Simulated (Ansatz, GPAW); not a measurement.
Given: the input of a run of GPAW 26.7.0 (ASE script) on Ca (Calcium). 

File run.py:

```python
from ase.dft.bandgap import bandgap
from ase.io import read, write
from ase.units import GPa
from gpaw import GPAW, PW

atoms = read('Ca.xyz')

calc = GPAW(mode=PW(600),
            xc='PBE',
            kpts={'size': (8, 8, 8), 'gamma': True},
            occupations={'name': 'methfessel-paxton', 'order': 0, 'width': 0.1},
            nbands=12,
            convergence={'density': 1e-05, 'energy': 1e-05},
            maxiter=150,
            txt='gpaw.txt')
atoms.calc = calc
energy = atoms.get_potential_energy()
forces = atoms.get_forces()
stress = atoms.get_stress()
calc.write('gs.gpw')
write('result.traj', atoms)
print(f'Energy: {energy:.6f} eV')
print('Forces (eV/A):')
print(forces.round(4))
print('Stress (GPa):', (stress / GPa).round(3))
print('Fermi level:', round(calc.get_fermi_level(), 4), 'eV')
print(f'Gap: {bandgap(calc)[0]:.4f} eV, direct: {bandgap(calc, direct=True)[0]:.4f} eV')
```

The input Ca.xyz:

```xyz
1
Lattice="0.0000000000 2.7942000000 2.7942000000 2.7942000000 0.0000000000 2.7942000000 2.7942000000 2.7942000000 0.0000000000" Properties=species:S:1:pos:R:3 pbc="T T T"
Ca     0.0000000000      0.0000000000      0.0000000000
```

Potentials or basis: GPAW PAW data sets (gpaw-data 1.2.1), pw.

The run is started by

```bash
$ OMP_NUM_THREADS=1 python run.py
```

Set up the same calculation for Ansatz 0.2.0. Potentials or basis there: Ansatz PAW, cutoff 420 eV.

As run (cutoffs and basis follow the program's own potentials, and thresholds, step limits or extra output files can differ):

The input input.yaml:

```yaml
crystal:
  lattice:
    - [0.0, 2.7942, 2.7942]
    - [2.7942, 0.0, 2.7942]
    - [2.7942, 2.7942, 0.0]
  atoms:
    - { symbol: Ca, position: [0.0, 0.0, 0.0] }
hamiltonian:
  xc: pbe
  pseudopotentials: { kind: paw }
kpoints:
  mp_grid: { grid: [8, 8, 8] }
scf:
  occupations: { method: gaussian, width: 0.1 }
output:
  forces: true
  stress: true
  eigenvalues: true
```

Potentials or basis: Ansatz PAW.

Command:

```console
$ ansatz run input.yaml --threads 1 --pin off --max-ram 3584MiB --backend cpu --events-out ev --progress --plain --runs-dir out
```

Both were run:

|  | GPAW | Ansatz |
| --- | --- | --- |
| Pressure | -0.5 GPa | -0.6 GPa |

Ansatz's pressure holds a Pulay term of +0.01 GPa for its cutoff of 420 eV, which the other run lacks.

Where Ansatz's input types no cutoff or centring, it takes its own default and a Γ-centred mesh.

Pressure is positive in compression.
